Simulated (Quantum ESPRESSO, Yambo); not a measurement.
# Quasiparticle gap of KF (Carobbiite) in Yambo, part 2 of 2

Aim: the G0W0 gap of KF (Carobbiite) on PBE, step by step.

Quantum ESPRESSO 7.5 and Yambo 5.3.0; PBE and many-body steps on it, plane waves. Known limits of the many-body steps: not at the basis limit; coarse k mesh.

So far. Step 2 (Ground state): The gap is direct, at Γ. Step 3 (Bands along the symmetry lines): The gap is 6.199 eV, as in the run before at this level.

## (4) Empty states on the mesh, 4×4×4 mesh, 94 bands

Level of this step: DFT, PBE, plane waves, norm-conserving pseudopotentials (Quantum ESPRESSO).

The sums over transitions need many empty states on a uniform mesh; this step solves for them.

The input, pw.in:

```
&control
  calculation = 'nscf'
  prefix = 'x'
  outdir = 'o'
  pseudo_dir = 'pseudo'
/
&system
  ibrav = 0
  nat = 2
  ntyp = 2
  ecutwfc = 72.0
  nbnd = 94
  force_symmorphic = .true.
/
&electrons
  conv_thr = 1e-9
  electron_maxstep = 80
  diago_full_acc = .true.
  diago_thr_init = 5e-6
/
ATOMIC_SPECIES
  K 39.098 K.upf
  F 18.998 F.upf
CELL_PARAMETERS angstrom
  -0.0000000000 2.6718500000 2.6718500000
  2.6718500000 -0.0000000000 2.6718500000
  2.6718500000 2.6718500000 0.0000000000
ATOMIC_POSITIONS crystal
  K 0.0000000000 0.0000000000 0.0000000000
  F 0.5000000000 0.5000000000 0.5000000000
K_POINTS automatic
  4 4 4 0 0 0
```

Launch:

```
OMP_NUM_THREADS=1 mpirun -n 4 pw.x -nk 4 -in pw.in > pw.out
```

What it wrote:

```text
[banner, memory and clock lines left out]
Program PWSCF v.7.5 starts

     Atomic positions and unit cell read from directory:
     o/x.save/

     Message from routine setup:
     using ibrav=0 with symmetry is DISCOURAGED, use correct ibrav instead

     G-vector sticks info

     bravais-lattice index     =            0
     lattice parameter (alat)  =       7.1405  a.u.
     unit-cell volume          =     257.4322 (a.u.)^3
     number of atoms/cell      =            2
     number of atomic types    =            2
     number of electrons       =        16.00
     number of Kohn-Sham states=           94
     kinetic-energy cutoff     =      72.0000  Ry
     charge density cutoff     =     288.0000  Ry
     Exchange-correlation= PBE
                           (   1   4   3   4   0   0   0)

     celldm(1)=   7.140456  celldm(2)=   0.000000  celldm(3)=   0.000000
     celldm(4)=   0.000000  celldm(5)=   0.000000  celldm(6)=   0.000000

     crystal axes: (cart. coord. in units of alat)
               a(1) = (  -0.000000   0.707107   0.707107 )
               a(2) = (   0.707107  -0.000000   0.707107 )
               a(3) = (   0.707107   0.707107   0.000000 )

     reciprocal axes: (cart. coord. in units 2 pi/alat)
               b(1) = ( -0.707107  0.707107  0.707107 )
               b(2) = (  0.707107 -0.707107  0.707107 )
               b(3) = (  0.707107  0.707107 -0.707107 )
     Pseudo is Norm-conserving + core correction, Zval =  9.0
     Generated using ONCVPSP code by D. R. Hamann
     Using radial grid of 2222 points,  6 beta functions with:
     Pseudo is Norm-conserving + core correction, Zval =  7.0
     Generated using ONCVPSP code by D. R. Hamann
     Using radial grid of  832 points,  5 beta functions with:
     K                 9.00    39.09800     K ( 1.00)
     F                 7.00    18.99800     F ( 1.00)

     48 Sym. Ops., with inversion, found

   Cartesian axes

     site n.     atom                  positions (alat units)
         1        K      tau(   1) = (   0.0000000   0.0000000   0.0000000  )
         2        F      tau(   2) = (   0.7071068   0.7071068   0.7071068  )

     number of k points=     8
                       cart. coord. in units 2pi/alat
        k(    1) = (   0.0000000   0.0000000   0.0000000), wk =   0.0312500
        k(    2) = (   0.1767767   0.1767767  -0.1767767), wk =   0.2500000
        k(    3) = (  -0.3535534  -0.3535534   0.3535534), wk =   0.1250000
[...]
k(    7) = (  -0.7071068   0.0000000   0.0000000), wk =   0.0937500
        k(    8) = (  -0.7071068   0.3535534   0.0000000), wk =   0.1875000

     Dense  grid:    21187 G-vectors     FFT dimensions: (  40,  40,  40)

     The potential is recalculated from file :
     o/x.save/charge-density

     Starting wfcs are    9 randomized atomic wfcs +   85 random wfcs

     Band Structure Calculation

     End of band structure calculation

          k = 0.0000 0.0000 0.0000 (  2685 PWs)   bands (ev):

   -24.5780 -17.0623  -7.8279  -7.8279  -7.8279   1.5366   1.5366   1.5366
     7.7360  12.2308  12.2308  12.2308  13.8583  13.8583  18.4361  25.8136
    25.8136  25.8136  25.8414  25.8414  25.8414  28.3039  28.3039  28.3039
[...]
97.9056  98.1085  98.1085  98.1085 100.1759 100.1760

          k = 0.1768 0.1768-0.1768 (  2656 PWs)   bands (ev):

[...]
96.2840  96.7701  96.7701  97.9866  98.4801  98.4801

          k =-0.3536-0.3536 0.3536 (  2638 PWs)   bands (ev):

[...]
78.1755  81.0804  82.4950  82.4950  83.0432  84.8838  84.8838  85.6328
    85.6328  86.5875  86.5875  88.5619  89.5237  89.5237  91.7303  93.8086
    93.9224  94.3650  94.3650  96.7400  96.7400  97.3270

          k = 0.3536 0.0000 0.0000 (  2650 PWs)   bands (ev):

     [... further k-points ...]

     highest occupied, lowest unoccupied level (ev):     1.5366    7.7360

     XML data file, pseudopotentials, collected wavefunctions
```

It took 5.4 s on 4 MPI ranks of Arm Neoverse V1, shared host; peak memory 0.27 GiB.

Numbers from this step:

```
gap                                                           : 6.199 eV
k of the valence top                                          : 0, 0, 0
k of the conduction bottom                                    : 0, 0, 0
least direct gap                                              : 6.199 eV
k points computed                                             : 8
lowest point of the top converged band, above the valence top : 93.7997 eV
```

On this mesh the gap is 6.199 eV.

## (5) Conversion and set-up

This step: Yambo 5.3.0; conversion and set-up on PBE, plane waves, norm-conserving pseudopotentials.

The states are converted to the many-body program's format and the q mesh is built.

Launch:

```
(cd o/x.save; p2y > p2y.log; mv SAVE ../..); yambo > setup.log
```

What it wrote:

```text
 Yambo, version 5.3.0

 [02] CORE Variables Setup
 =========================

  [02.01] Unit cells
  ==================

  Cell kind             :  FCC
  Atoms in the cell     :  K  F
  number of K  atoms    :  1
  number of F  atoms    :  1

  List of atomic masses
  Mass of K     :  39.09800
  Mass of F     :  18.99800

  List of atomic coordinates    : [cc]
  K1       :  0.000000  0.000000  0.000000  order 1
  F1       :  5.049065  5.049065  5.049065  order 2

  Alat factors          :  5.049065  5.049065  5.049065 [a.u.]
  Direct lattice volume :  257.4322 [a.u.]
  Direct lattice vectors:  A[ 1 ]  A[ 2 ]  A[ 3 ]
   A[ 1 ]: -0.000000  1.000000  1.000000  [iru]
  -0.000000  5.049065  5.049065  [cc]
   A[ 2 ]:  1.000000 -0.000000  1.000000  [iru]
   5.049065 -0.000000  5.049065  [cc]
   A[ 3 ]:  1.000000  1.000000  0.000000  [iru]
   5.049065  5.049065  0.000000  [cc]

  Recip. lattice volume :  0.963556 [a.u.]
  Recip. lattice vectors:  B[ 1 ]  B[ 2 ]  B[ 3 ]
   B[ 1 ]: -0.500000  0.500000  0.500000  [iku]
  -0.622213  0.622213  0.622213  [cc]
   B[ 2 ]:  0.500000 -0.500000  0.500000  [iku]
   0.622213 -0.622213  0.622213  [cc]
   B[ 3 ]:  0.500000  0.500000 -0.500000  [iku]
   0.622213  0.622213 -0.622213  [cc]

  [02.02] Symmetries
  ==================

  Inversion symmetry    : yes
  Spatial inversion     : yes
  Inversion index       :  25
  K-space Time-reversal : no
  Magnetic symmetries   : no
  Group table correct   : yes
  Symmetries units      :  [cc]

   [S  1]:   1.0000      0.22084E-16  0.22084E-16  0.22084E-16   1.0000     -0.22084E-16 -0.22084E-16 -0.22084E-16   1.0000
   [S  2]:  -1.0000     -0.22084E-16  0.22084E-16 -0.22084E-16  -1.0000     -0.22084E-16  0.22084E-16  0.22084E-16   1.0000
   [S  3]:  -1.0000      0.22084E-16 -0.22084E-16 -0.22084E-16   1.0000      0.22084E-16  0.22084E-16 -0.22084E-16  -1.0000
[...]
[... 36 further rows ...]
   [S 47]:  0.22084E-16   1.0000     -0.22084E-16 -0.22084E-16  0.22084E-16  -1.0000       1.0000     -0.22084E-16  0.22084E-16
   [S 48]:  0.22084E-16  -1.0000      0.22084E-16 -0.22084E-16 -0.22084E-16   1.0000       1.0000      0.22084E-16 -0.22084E-16

  [02.03] Reciprocal space
  ========================

  nG shells         :  250
  nG charge         :  21187
  nG WFs            :   3335
  nC WFs            :  2685
  G-vecs. in first 25 shells:  [ Number ]
     1    9   15   27   51   59   65   89  113
    137   169   181   229   259   283   307   331   339
    387   411   459   531   537   561   609
  ...
  Shell energy in first 25 shells:  [ mHa ]
    0.00000      580.723      774.298      1548.60      2129.32      2322.89      3097.19      3677.91      3871.49
    4645.79      5226.51      6194.38      6775.10      6968.68      7742.98      8323.70      8517.27      9291.57
    9872.29      10065.9      10840.2      11420.9      12388.8      12969.5      13163.1
  ...

[...]
BZ  K-points                                      :   64

  K/Q-points units:
  rlu = crystal or reduced units; cc = cartesian coordinates; iku = interal k-units

  K [1]          [rlu]:  0.000000  0.000000  0.000000
         WF components:  2685
  K [2]          [rlu]:  0.16981E-17  0.16981E-17  0.25000
         WF components:  2656
  K [3]          [rlu]: -0.33962E-17 -0.33962E-17 -0.50000
         WF components:  2638
  K [4]          [rlu]:  0.74356E-19  0.25000      0.25000
         WF components:  2650
  K [5]          [rlu]:  0.35728E-18  0.25000     -0.50000
         WF components:  2654
  [... 2 further k-points ...]
  K [8]          [rlu]:  0.250000 -0.500000 -0.250000
         WF components:  2656

  [02.05] Energies & Occupations
  ==============================

  [X] === General ===
  [X] Electronic Temperature                        :  0.000000  0.000000 [eV K]
  [X] Bosonic    Temperature                        :  0.000000  0.000000 [eV K]
  [X] Finite Temperature mode                       : no
  [X] El. density                                   :  0.41942E+24 [cm-3]
  [X] Fermi Level                                   :  1.536558 [eV]

  [X] === Gaps and Widths ===
  [X] Conduction Band Min                           :  6.199420 [eV]
  [X] Valence Band Max                              :  0.000000 [eV]
  [X] Filled Bands                                  :   8
  [X] Empty Bands                                   :    9   94
  [X] Direct Gap                                    :  6.199420 [eV]
  [X] Direct Gap localized at k                     :  1
  [X] Indirect Gap                                  :  6.199420 [eV]
  [X] Indirect Gap between kpts                     :  1  1
  [X] Last valence band width                       :  0.344584 [eV]
  [X] 1st conduction band width                     :  3.553835 [eV]

  E @ K [1]:  [eV]
   -26.115      -18.599      -9.3644      -9.3644      -9.3644     -0.35309E-12 -0.26472E-12   0.0000
    6.19942  10.69423  10.69423  10.69423  12.32173  12.32173  16.89953  24.27706
  occ @ K [1]
   2.000000  2.000000  2.000000  2.000000  2.000000  2.000000  2.000000  2.000000
[...]
E @ K [2]:  [eV]
[...]
occ @ K [2]
[...]
E @ K [3]:  [eV]
[...]
occ @ K [3]
[...]
E @ K [4]:  [eV]
[...]
occ @ K [4]
[...]
E @ K [5]:  [eV]
[...]
occ @ K [5]
[...]
[... 2 further k-points ...]
  E @ K [8]:  [eV]
[...]
occ @ K [8]
   2.000000  2.000000  2.000000  2.000000  2.000000  2.000000  2.000000  2.000000
   0.000000  0.000000  0.000000  0.000000  0.000000  0.000000  0.000000  0.000000

 [03] Transferred momenta grid and indexing
 ==========================================

 IBZ Q-points                                      :   8
 BZ  Q-points                                      :   64

 K/Q-points units:
 rlu = crystal or reduced units; cc = cartesian coordinates; iku = interal k-units

 Q [1]          [rlu]:  0.000000  0.000000  0.000000
 Q [2]          [rlu]:  0.16981E-17  0.16981E-17  0.25000
 Q [3]          [rlu]: -0.33962E-17 -0.33962E-17 -0.50000
[...]
Q [7]          [rlu]: -0.14871E-18 -0.50000     -0.50000
 Q [8]          [rlu]:  0.250000 -0.500000 -0.250000

  [03.01] X indexes
  =================

   [03.01.01] Sigma indexes
   ========================

 [06] Game Over & Game summary
```

The job ended after 2.4 s (1 MPI rank; peak memory 0.24 GiB).

## (6) Screening and self-energy, 4×4×4 mesh, 94 bands, screening to 163.3 eV

Now the one-shot GW correction: screening in the RPA, then the self-energy of the levels asked for.

This step: G0W0 on PBE, plane waves, norm-conserving pseudopotentials.

The input, gw1.in:

```
HF_and_locXC
gw0
dyson
ppa
em1d
rim_cut
RandQpts= 1000000
RandGvec= 1 RL
EXXRLvcs= 72 Ry
VXCRLvcs= 288 Ry
Chimod= "HARTREE"
% BndsRnXp
 1 | 94 |
%
NGsBlkXp= 12 Ry
% LongDrXp
 1 | 1 | 1 |
%
% GbndRnge
 1 | 94 |
%
DysSolver= "n"
ExtendOut
PPAPntXp= 27.21138 eV
% QPkrange
 1 | 1 | 7 | 10 |
%
```

Launch:

```
OMP_NUM_THREADS=1 mpirun -n 4 yambo -F gw1.in -J gw1 -C gw1 > gw1.log
```

What it wrote:

```text
 Yambo, version 5.3.0

 [02] CORE Variables Setup
 =========================

  [... cell, symmetries and grids as in the set-up ...]

  [02.05] Energies & Occupations
  ==============================

  [X] === General ===
  [X] Electronic Temperature                        :  0.000000  0.000000 [eV K]
  [X] Bosonic    Temperature                        :  0.000000  0.000000 [eV K]
  [X] Finite Temperature mode                       : no
  [X] El. density                                   :  0.41942E+24 [cm-3]
  [X] Fermi Level                                   :  1.536558 [eV]

  [X] === Gaps and Widths ===
  [X] Conduction Band Min                           :  6.199420 [eV]
  [X] Valence Band Max                              :  0.000000 [eV]
  [X] Filled Bands                                  :   8
  [X] Empty Bands                                   :    9   94
  [X] Direct Gap                                    :  6.199420 [eV]
  [X] Direct Gap localized at k                     :  1
  [X] Indirect Gap                                  :  6.199420 [eV]
  [X] Indirect Gap between kpts                     :  1  1
  [X] Last valence band width                       :  0.344584 [eV]
  [X] 1st conduction band width                     :  3.553835 [eV]

 [03] Transferred momenta grid and indexing
 ==========================================

 IBZ Q-points                                      :   8
 BZ  Q-points                                      :   64

 K/Q-points units:
 rlu = crystal or reduced units; cc = cartesian coordinates; iku = interal k-units

 Q [1]          [rlu]:  0.000000  0.000000  0.000000
 Q [2]          [rlu]:  0.16981E-17  0.16981E-17  0.25000
 Q [3]          [rlu]: -0.33962E-17 -0.33962E-17 -0.50000
 Q [4]          [rlu]:  0.74356E-19  0.25000      0.25000
 Q [5]          [rlu]: -0.62307E-17  0.25000      0.50000
 Q [6]          [rlu]: -0.33962E-17  0.25000     -0.25000
 Q [7]          [rlu]: -0.14871E-18 -0.50000     -0.50000
 Q [8]          [rlu]:  0.250000 -0.500000 -0.250000

 [04] Coloumb potential Random Integration (RIM)
 ===============================================

  [04.01] RIM initialization
  ==========================

  * Diagonal components only detected *

  8 x (sBL volume)        :  0.120444 [a.u.]
  sBZ random points       :  1000000
  Points outside the sBZ  :   7996195
  RL volume               :  0.963556 [a.u.]
  Integrated volume       :  0.964014 [a.u.]

  [04.02] RIM integrals
  =====================

  Gamma point sphere radius             :  0.089580 [a.u.]
  Points outside the sphere             :   799659
  [Int_sBZ(q=0) 1/q^2]*(Vol_sBZ)^(-1/3) =:  7.764404
                                 should be <:  7.795600

  Summary of Coulomb integrals for non-metallic bands |Q|[au] RIM/Bare

  Q [1] 0.100000E-4 0.995998 * Q [2] 0.269426 1.064955
  Q [4] 0.311106 1.063169 * Q [6] 0.439971 1.026119
  Q [5] 0.515912 1.019126 * Q [3] 0.538852 1.017184
  Q [7] 0.622213 1.014132 * Q [8] 0.695655 1.011034

 [05] Dipoles
 ============

  [05.01] Setup: observables and procedures
  =========================================

 [06] Dynamic Dielectric Matrix (PPA)
 ====================================

 [WR./gw1//ndb.pp]---------------------------------------------------------------
  Brillouin Zone Q/K grids (IBZ/BZ)                :    8   64    8   64
  RL vectors                                       :   3383 [WF]
  Coulomb cutoff potential                         : none
  Electronic Temperature                           :  0.000000 [K]
  Bosonic    Temperature                           :  0.000000 [K]
  PPA    diel. fun.  energies                      : Perdew, Burke & Ernzerhof(X)+Perdew, Burke & Ernzerhof(C)
  wavefunctions                                    : Perdew, Burke & Ernzerhof(X)+Perdew, Burke & Ernzerhof(C)
  Global Gauge                                     : length
  X matrix size                                    :  181
  X band range                                     :    1   94
  X e/h energy range                               : -1.000000 -1.000000 [eV]
  X Time ordering                                  : R
  X Hxc Kernel                                     : HARTREE
  X Drude frequency                                :  0.000000  0.000000
  X poles                                          :  100.0000 [o/o]
  RL vectors in the sum                            :   3383
  [r,Vnl] included                                 : yes
  Field direction                                  :  0.577350E-5  0.577350E-5  0.577350E-5
  BZ energy Double Grid                            : no
  BZ energy DbGd points                            : 0
  BZ Q point size factor                           : -1.000000
  X Optical Averaged directions                    : none

 [07] Local Exchange-Correlation + Non-Local Fock
 ================================================

 [VXC] Plane waves :  21187
 [EXS] Plane waves :  2733

 QP @ state[ 1 ] K range:  1  1
 QP @ state[ 1 ] b range:   7  10

 [xc] Functional : Perdew, Burke & Ernzerhof(X)+Perdew, Burke & Ernzerhof(C)
 [xc] LIBXC used to calculate xc functional
  PP Number of Atomic Species                      :  2
  NLCC RL compoments                               :  21187
  PP Number of Atomic Species                      :  2
  NLCC RL compoments                               :  21187

 [xc] E_xc :  -9.052398 [Ha]
      E_xc :  -18.10480 [Ry]

  Local XC kind (lXC) : Perdew, Burke & Ernzerhof(X)+Perdew, Burke & Ernzerhof(C)
  Non-Local XC kind (nlXC) : Hartree-Fock

  Corrections @ K [1] :  [eV]
 <7|nlXC|7> = -29.45291  0.22497E-16 <7|lXC|7> = -21.89882 -0.94408E-16
 <8|nlXC|8> = -29.45303  0.15505E-16 <8|lXC|8> = -21.89882 -0.23602E-16
 <9|nlXC|9> = -4.028151  0.36556E-17 <9|lXC|9> = -7.969212 -0.94408E-16
 <10|nlXC|10> = -4.982533 -0.53022E-18 <10|lXC|10> = -10.84085  0.18882E-15

 [08] Dyson equation: Newton solver
 ==================================

  [08.01] G0W0 (W PPA)
  ====================

  [  GW  ] Bands range     :    1   94
  [GW/PPA] G damping       :  0.100000 [eV]

  QP @ state[ 1 ] K range:  1  1
  QP @ state[ 1 ] b range:   7  10

   Sc/G bands                                       :    1   94
   Sc/G damping                                     :  0.100000 ev
   Sc bands terminator                              : no
   Sx RL components                                 :  2733

   QP @ state[ 1 ] K range                          :  1  1
   QP @ state[ 1 ] b range                          :   7  10
   GF energies kind                                 : Perdew, Burke & Ernzerhof(X)+Perdew, Burke & Ernzerhof(C)
   GF WF`s kind                                     : Perdew, Burke & Ernzerhof(X)+Perdew, Burke & Ernzerhof(C)
   Xs energies kind                                 : Perdew, Burke & Ernzerhof(X)+Perdew, Burke & Ernzerhof(C)
   Xs WF`s kind                                     : Perdew, Burke & Ernzerhof(X)+Perdew, Burke & Ernzerhof(C)

 [11] Game Over & Game summary
```

It took 30 s on 4 MPI ranks; peak memory 1.3 GiB; 1.9 min of CPU time.

This step gave:

| Property | Result |
| --- | --- |
| G0W0 gap on the points computed | 9.539 eV |
| starting gap on the mesh | 6.199 eV |
| k of the valence top | 0, 0, 0 |
| k of the conduction bottom | 0, 0, 0 |
| least direct G0W0 gap on the computed points | 9.539 eV |
| Z at the valence top | 0.8129 |
| Z at the conduction bottom | 0.9008 |

The gap on the mesh goes from 6.20 eV to 9.54 eV, a correction of +3.34 eV.

Limits: finite bands, cutoff and mesh; coarse k mesh. v1 is the top filled band, c1 the lowest empty one. The levels before and after the correction (eV, zero at the valence-band top of each column):

|  | conduction bottom | valence top |
| --- | --- | --- |
| Kohn-Sham | 6.20 | 0.00 |
| G0W0 | 9.54 | 0.00 |

|  | level | energy (eV) |
| --- | --- | --- |
| Kohn-Sham | Γ v2-v1 | 0.000 |
| Kohn-Sham | Γ c1 | 6.199 |
| Kohn-Sham | Γ c2 | 10.694 |
| G0W0 | Γ v2-v1 | 0.000 |
| G0W0 | Γ c1 | 9.539 |
| G0W0 | Γ c2 | 15.520 |

## (7) Where the time went

Times are wall times on the hardware named with each run, good to a factor of about two.

| step | time | share | memory (GiB) |
| --- | --- | --- | --- |
| ground state | 3.5 s | 8 % | 0.24 |
| bands along the symmetry lines | 3.7 s | 8 % | 0.19 |
| empty states on the mesh | 5.4 s | 12 % | 0.27 |
| conversion and set-up | 2.4 s | 5 % | 0.24 |
| screening and self-energy | 30 s | 66 % | 1.3 |

## (8) Results

| Property | Result |
| --- | --- |
| PBE gap | 6.20 eV, direct |
| G0W0 gap on the mesh | 9.54 eV |
| GW settings | 4×4×4 mesh, 94 bands, screening to 163.3 eV, Godby-Needs plasmon pole |
| known limits | not at the basis limit; coarse k mesh |

G0W0 moves the gap on the mesh from 6.20 eV to 9.54 eV (+3.34 eV), with Z of 0.81 and 0.90 at the edges. Only 1 of the mesh's irreducible points was corrected, so a valley elsewhere could overtake. The dearest step here is «screening and self-energy». Bands and cutoff are finite, so the gap is not at the basis limit. The miss can reach some tenths of an eV and take either sign; the mesh is an error of its own. In the G0W0 run levels were corrected at 1 k point alone, so a gap called «on the mesh» is the least over those, and an edge elsewhere would be missed. The 4×4×4 mesh is coarse for this cell, which bears on the long-range parts of exchange and screening.

[Paths, hosts, dates, memory and timing lines, banners, echoed tables and standing remarks are left out of the program output.]

[Logs are printed without paths, hosts, clocks, repeated set-up lines and the standing remarks that a program may print on its own settings, such as how far it seeks lower states.]

[Runs of the session that timed out or met a known fault of the program may be left out.]

[Hosts, paths, dates, database ids (printed as entryN), source tags and the programs' standing remarks are cut or masked in the printed files.]
